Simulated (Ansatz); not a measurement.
**TaN: changes ranked by their effect on the pressure**

```
CELL_PARAMETERS angstrom
0.00000 2.17900 2.17900
2.17900 0.00000 2.17900
2.17900 2.17900 0.00000
ATOMIC_POSITIONS crystal
Ta 0.50000 0.50000 0.50000
N 0.00000 0.00000 0.00000
```

Atom numbers follow the list: Ta1, N2.

The geometry is COD entry 2310957, unchecked; take it as a test cell.

These are results of DFT, PBE, all-electron LAPW, scalar-relativistic in Ansatz 0.2.0, not measurements.

The runs use a Γ-centred 9×9×9 k mesh, Fermi–Dirac smearing of 0.02 eV, basis error target 0.5 meV/atom, no spin polarisation.

Spin–orbit coupling is off unless a change turns it on.

In this reference run the pressure is 14.5 GPa (positive in compression). Each change below is made alone, on the same k mesh, with fractional coordinates held unless an atom is moved; x, y and z are the Cartesian axes.

One change shifts the pressure by +0.1 GPa. Which?
A. volume scaled by 1.01
B. equal xy, yz and zx engineering shear strains of -1 %
C. atom 2 (N) moved by (0.1155, 0.1155, 0.1155) Å
D. equal xy, yz and zx engineering shear strains of -3 %
E. volume scaled by 0.98
F. volume scaled by 0.99

B. The others give: volume scaled by 1.01, -3.8 GPa; equal xy, yz and zx engineering shear strains of -3 %, +0.4 GPa; atom 2 (N) moved by (0.1155, 0.1155, 0.1155) Å, +7.1 GPa; volume scaled by 0.99, +4.0 GPa; volume scaled by 0.98, +8.2 GPa.
